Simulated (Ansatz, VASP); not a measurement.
# TaSnO3: VASP beside Ansatz

One calculation is typed for both programs; each brings its own data sets. How far apart do they land? The cell is taken from a series of runs on this material, whose earlier steps may have relaxed, scaled, displaced or heated it; both programs get it as it stands.

Calculated with Ansatz 0.2.0; plane waves, with VASP 6.6.1 beside it; relaxation of cell and atoms at PBEsol.

**1. Set-up**

The structure is orthorhombic, space group Cmcm (No. 63). Conventional cell: a = 5.702 Å, b = 5.682 Å, c = 8.089 Å, α = 90.00°, β = 90.00°, γ = 90.00°. Ta has 6 O at 2.01 to 2.02 Å nearest. Nearest to Sn lie 1 O at 2.51 Å. O has 2 Ta at 2.01 Å nearest. Nearest to O lie 2 Ta at 2.02 Å and 1 Sn at 2.51 Å. Farther neighbours and most contacts between anions are not listed.

Coordinates:

```cif
data_structure
_symmetry_space_group_name_H-M 'Cmcm'
_symmetry_Int_Tables_number 63
_cell_length_a 5.7023
_cell_length_b 5.6821
_cell_length_c 8.0893
_cell_angle_alpha 90.000
_cell_angle_beta 90.000
_cell_angle_gamma 90.000
_cell_volume 262.10
loop_
_atom_site_label
_atom_site_type_symbol
_atom_site_symmetry_multiplicity
_atom_site_Wyckoff_symbol
_atom_site_fract_x
_atom_site_fract_y
_atom_site_fract_z
_atom_site_occupancy
Ta1 Ta 4 b 0.50000 0.00000 0.00000 1
Sn1 Sn 4 c 0.50000 0.45164 0.75000 1
O1 O 8 d 0.75000 0.25000 0.00000 1
O2 O 4 c 0.50000 0.98951 0.25000 1
```

**2. Ansatz: relaxation of cell and atoms, PBEsol**

Ansatz runs on its PAW soft_1 files.

The relaxed volume is the usual yardstick between codes: in a stiff, nearly cubic crystal its relative difference is about their pressure difference at one cell divided by the bulk modulus.

input.yaml reads:

```yaml
crystal:
  lattice:
    - [2.8511286688, -2.8410455219, 0.0]
    - [2.8511286688, 2.8410455219, 0.0]
    - [0.0, 0.0, 8.0892771557]
  atoms:
    - { symbol: Ta, position: [0.5, 0.5, 0.0] }
    - { symbol: Ta, position: [0.5, 0.5, 0.5] }
    - { symbol: Sn, position: [0.0483563649, 0.9516436351, 0.75] }
    - { symbol: Sn, position: [0.9516436351, 0.0483563649, 0.25] }
    - { symbol: O, position: [0.5, 0.0, 0.0] }
    - { symbol: O, position: [0.5, 0.0, 0.5] }
    - { symbol: O, position: [0.0, 0.5, 0.0] }
    - { symbol: O, position: [0.0, 0.5, 0.5] }
    - { symbol: O, position: [0.5104894598, 0.4895105402, 0.25] }
    - { symbol: O, position: [0.4895105402, 0.5104894598, 0.75] }
kpoints:
  mp_grid: { grid: [10, 10, 6] }
hamiltonian:
  xc: pbesol
  pseudopotentials: { kind: paw, azcp: { folder: soft_1 }, xc_functional: pbe }
scf:
  occupations: { method: methfessel_paxton, width: 0.2 }
output:
  forces: true
  stress: true
  eigenvalues: true
relax:
  adjacent_minimum: "off"
  f_tol: 0.001
  max_steps: 60
  cell: { stress_tol: 0.01 }
```

The run is started by

```
ansatz run input.yaml --threads 4 --pin off --max-ram 10240MiB --backend cpu --events-out ev --progress --plain --runs-dir out
```

Numbers of over 12 decimals in the logs are rounded to 6 here.

Output:

```text
Engine: ansatz 0.2.0, aarch64-unknown-linux-gnu
Pseudopotentials: kind: paw
Pseudopotential: Ta, paw, valence charge 13, recommended cutoff 420 eV (normal), soft_1/Ta.paw.azcp
Pseudopotential: Sn, paw, valence charge 14, recommended cutoff 420 eV (normal), soft_1/Sn.paw.azcp
Pseudopotential: O, paw, valence charge 6, recommended cutoff 420 eV (normal), soft_1/O.paw.azcp
Functional definition: PBEsol
  exchange = pbesol_x
  correlation = pbesol_c
Crystal: 10 atoms, lattice volume = 131.049 Å³
Basis set: ecut = 420 eV, 2579 PW (Γ), exchange–correlation on 54×54×120 points (8 copies of the dense FFT grid, shifted against one another)
Bands: 55, of which v1, the nominal top of the filled ones, is band 45 counted from 1 (44 counted from 0)
Symmetry: 8 space group operations
Space group: Cmcm (ITA 63), of the structure as read, at distance tolerance 5.1e-5 Å
k-points: 124 of 600
Non-local potential: Ta, projectors of the file, l = 0: 3, l = 1: 2, l = 2: 2, l = 3: 1
Non-local potential: Sn, projectors of the file, l = 0: 2, l = 1: 2, l = 2: 2, l = 3: 1
Non-local potential: O, projectors of the file, l = 0: 2, l = 1: 2, l = 2: 1
PAW form: soft (Blöchl's): semilocal exchange-correlation on the pseudo side does not see the compensation charge
PAW frozen core: Ta, regenerated for the run's functional, and the local potential with it (the file was generated under x = pbe(κ = 0.804, μ = 0.219515), c = pbe(β = 0.066725))
PAW frozen core: Sn, regenerated for the run's functional, and the local potential with it (the file was generated under x = pbe(κ = 0.804, μ = 0.219515), c = pbe(β = 0.066725))
PAW frozen core: O, regenerated for the run's functional, and the local potential with it (the file was generated under x = pbe(κ = 0.804, μ = 0.219515), c = pbe(β = 0.066725))
PAW one-centre angular grid: Ta, 590 points (default); XC on 64 Gauss nodes
PAW one-centre angular grid: Sn, 590 points (default); XC on 64 Gauss nodes
PAW one-centre angular grid: O, 110 points (default); XC on 64 Gauss nodes
Initial density: superposition of atomic densities (chi_scale 0.1, normalization cell, long waves kept (reshape's long-wave potential 0.00 eV rms))
Initial wavefunctions: pseudopotential atomic-orbital guess
Functional: x = pbesol(κ = 0.804, μ = 0.123457), c = pbesol(β = 0.046)
SCF iter   1: F=—  HF=-34884.869522 eV  |F-HF|=—  |Δ(HF+E_count)|=         —  Δρ=4.77e-2  dr2=2.63e0  ethr=3.10e-3  ⟨swp⟩=5.2  Hψ=23102  notcnv=0
preconditioner: auto → Kerker (q_TF=auto, 2.563 Å⁻¹)  [metal: Δε(μ)=0.002 eV  Ē_g=14.715 eV  σ=0.200 eV  W_gap=0.01  n_scr=38 (ndim 8)  ℏωp=27.9 eV  f_vac=0.000  D(μ)=4.42/eV (n_scr^D=38)]
SCF iter   2: F=—  HF=-34884.627900 eV  |F-HF|=—  |Δ(HF+E_count)|=   2.42e-1  S|Δr|=    0.00e0  Δρ=2.65e-2  dr2=9.74e-1  ethr=2.92e-3  ⟨swp⟩=2.0  Hψ=8700  notcnv=0  defer=312
SCF iter   3: F=—  HF=-34884.479696 eV  |F-HF|=—  |Δ(HF+E_count)|=   1.48e-1  S|Δr|=    0.00e0  Δρ=4.86e-3  dr2=3.50e-2  ethr=1.08e-3  ⟨swp⟩=2.9  Hψ=12550  notcnv=0  defer=311
SCF iter   4: F=—  HF=-34884.476968 eV  |F-HF|=—  |Δ(HF+E_count)|=   2.73e-3  S|Δr|=    0.00e0  Δρ=1.30e-3  dr2=2.74e-3  ethr=3.89e-5  ⟨swp⟩=1.3  Hψ=8152  notcnv=0  defer=275
SCF iter   5: F=—  HF=-34884.477403 eV  |F-HF|=—  |Δ(HF+E_count)|=   4.34e-4  S|Δr|=    0.00e0  Δρ=3.31e-4  dr2=1.87e-4  ethr=3.05e-6  ⟨swp⟩=2.6  Hψ=10629  notcnv=0  defer=275
SCF iter   6: F=—  HF=-34884.477440 eV  |F-HF|=—  |Δ(HF+E_count)|=   3.74e-5  S|Δr|=    0.00e0  Δρ=7.02e-5  dr2=5.44e-6  ethr=2.08e-7  ⟨swp⟩=2.0  Hψ=9110  notcnv=0  defer=275
SCF iter   7: F=—  HF=-34884.478342 eV  |F-HF|=—  |Δ(HF+E_count)|=   9.02e-4  S|Δr|=    0.00e0  Δρ=3.10e-5  dr2=1.07e-6  ethr=6.05e-9  ⟨swp⟩=2.0  Hψ=12228  notcnv=0  defer=275
SCF iter   8: F=-34884.478342 eV  HF=-34884.478342 eV  |F-HF|=3.29e-8  |Δ(HF+E_count)|=   2.89e-8  S|Δr|=    0.00e0  Δρ=7.90e-6  dr2=8.71e-8  ethr=1.11e-10  ⟨swp⟩=9.6  Hψ=32791  notcnv=0
SCF 1 converged in 8 iterations: F = -34884.478342 eV  dr2 = 8.71e-8
  greatest PAW one-centre occupation: 0.999 electrons in one spin orbital (limit 2), on the Ta atom at site 1 (counted from 0), in its partial waves of l = 0
relax step   1: F+E_penalty+E_count = -34884.47834190 eV  Δ(F+E_penalty+E_count) = +0.000e0 eV  max|allowed force component| = 3.641e-4 eV/Å  Δτ_max = 0.0000 Å  P = -0.006 GPa  Ω = 131.049 Å³  (8 SCF iters, dr2 threshold 1.00e-7 eV, accepted)
[...]
relax step   3: F+E_penalty+E_count = -34884.47835575 eV  Δ(F+E_penalty+E_count) = -2.538e-6 eV  max|allowed force component| = 1.160e-4 eV/Å  Δτ_max = 0.0004 Å  P = +0.002 GPa  Ω = 131.044 Å³  energy of the carried Pulay correction = +1.102e-5 eV  (7 SCF iters, accepted)
[...]
relax step   4: F+E_penalty+E_count = -34884.47836757 eV  Δ(F+E_penalty+E_count) = -1.182e-5 eV  max|allowed force component| = 1.134e-4 eV/Å  Δτ_max = 0.0000 Å  P = +0.002 GPa  Ω = 131.044 Å³  stress off target by 7.89e-3 GPa  SCF on the basis re-selected at this cell (its energy is not comparable with the rows above)  (8 SCF iters)
basis re-selected at this cell: Δ(F+E_penalty+E_count) = -1.182e-5 eV, ΔP = -0.000 GPa vs the last step (what re-selecting the basis moved, of the pressure what is left beyond the Pulay correction that the steps carried, after the strain that the cell walked since its last selection, with what the two solves' SCF thresholds leave and, on support functions, any second-order correction that the steps lacked; it is no m [...]
SCF converged after 8 iterations
Stability not checked: this state was not tested for a lower state beside it, because cold or Methfessel-Paxton smearing, or corrected tetrahedra, fill the levels in a way that the test cannot read (fill_not_monotonic; see scf.lower_state_search)
Free energy (F): -34884.478368 eV
Harris-Foulkes:  -34884.478368 eV  (|F-HF|=7.28e-12)
Internal energy: -34884.473655 eV  (E = F + TS)
E sigma→0 (E₀):  -34884.477189 eV
Entropy (-TS):   -0.004713 eV (-0.471 meV/atom)
Fermi energy:    13.681860 eV
--- Per-component energies (eV) ---
  E_band       = -439.694487
  E_kinetic    = 2120.029771
  E_local      = -5001.102210  (includes V_loc(G=0)·N_el)
  E_nonlocal   = 595.158922
  E_hartree    = 2061.645305
  E_xc         = -1310.088519
  E_vxc        = -1170.083992  (∫ρ·V_xc dr)
  E_paw        = -25890.227062  (= ΣΔE_a)
  E_vpaw       = -1106.992997  (= ΣTr[D̂ρ^β])
  E_aug_tail   = 0.005421  (compensation charges beyond the density's cutoff)
  E_ewald      = -7461.104115
  E_core_change = 1.208832  (= ΣΔE_core)
  E_smearing   = -0.004713  (= −TS)
  E_closure    = 0.000000  (closes the sum)
  Σ components = -34884.478368   (vs F -34884.478368, Δ=0.00e0)
--- Forces (eV/Å), atoms counted from 1 ---
  atom   1  Ta    -0.00000000     0.00000000     0.00000000
  atom   2  Ta     0.00000000     0.00000000     0.00000000
  atom   3  Sn    -0.00000000     0.00011337     0.00000000
  atom   4  Sn     0.00000000    -0.00011337    -0.00000000
  atom   5  O      0.00000000     0.00000000     0.00000000
  atom   6  O      0.00000000     0.00000000     0.00000000
  atom   7  O      0.00000000     0.00000000     0.00000000
  atom   8  O     -0.00000000    -0.00000000     0.00000000
  atom   9  O     -0.00000000    -0.00002750     0.00000000
  atom  10  O      0.00000000     0.00002750    -0.00000000
  max |Σ_I F_I| component: 5.05e-29 eV/Å
--- Stress (GPa, compression-positive) ---
        0.001445       0.000000       0.000000
        0.000000      -0.004171      -0.000000
        0.000000      -0.000000       0.007893
  P = ⅓ Tr σ = 0.0017 GPa (0.017 kbar)
--- Band table (eV; the first three rows and the last of 124) ---
  k-point 0: bands = [... 41 lower, 9.2794, 9.3421, 10.8687, 12.5528, 12.8747, 12.8915, 13.0566, 13.2003, ... 6 higher]
  k-point 1: bands = [... 41 lower, 9.2733, 9.3112, 10.5756, 12.7503, 12.8817, 13.0778, 13.1015, 13.4805, ... 6 higher]
  k-point 2: bands = [... 41 lower, 9.2575, 9.2868, 9.9888, 12.8999, 12.9183, 13.4522, 13.5527, 14.1628, ... 6 higher]
  k-point 123: bands = [... 41 lower, 9.2882, 9.9638, 9.9638, 15.0473, 15.0473, 15.0961, 15.0961, 15.8108, ... 6 higher]
--- Relaxed structure (3 steps of the walk, 3 accepted, 1 SCFs on fresh bases) ---
  F+E_penalty+E_count = -34884.47836757 eV   max|allowed force component| = 1.134e-4 eV/Å   (the final SCF, on the basis selected at the relaxed cell)
  cell:  # Å, volume = 131.0438 Å³
    - [2.852229, -2.840038, 0]
    - [2.852229, 2.840038, 0]
    - [0, 0, 8.088688]
  atoms:
    - { symbol: Ta, position: [0.5, 0.5, 0] }
    - { symbol: Ta, position: [0.5, 0.5, 0.500000] }
    - { symbol: Sn, position: [0.048340, 0.951660, 0.750000] }
    - { symbol: Sn, position: [0.951660, 0.048340, 0.250000] }
    - { symbol: O, position: [0.5, 0, 0] }
    - { symbol: O, position: [0.5, 0, 0.500000] }
    - { symbol: O, position: [0, 0.5, 0] }
    - { symbol: O, position: [0, 0.5, 0.500000] }
    - { symbol: O, position: [0.510404, 0.489596, 0.250000] }
    - { symbol: O, position: [0.489596, 0.510404, 0.750000] }
```

Reading the cycles: dr2 is the Hartree energy of the density residual (eV), the measure of convergence; HF is the Harris–Foulkes estimate of the energy, which meets the free energy F at convergence.

[end of part 1 of 2]

[Lines on the potential files, build, host, timing and source positions are cut from VASP's logs without a mark.]

[Logs are printed without paths, hosts, clocks, repeated set-up lines and the standing remarks that a program may print on its own settings, such as how far it seeks lower states.]

[Hosts, paths, dates, database ids (printed as entryN), source tags and the programs' standing remarks are cut or masked in the printed files.]
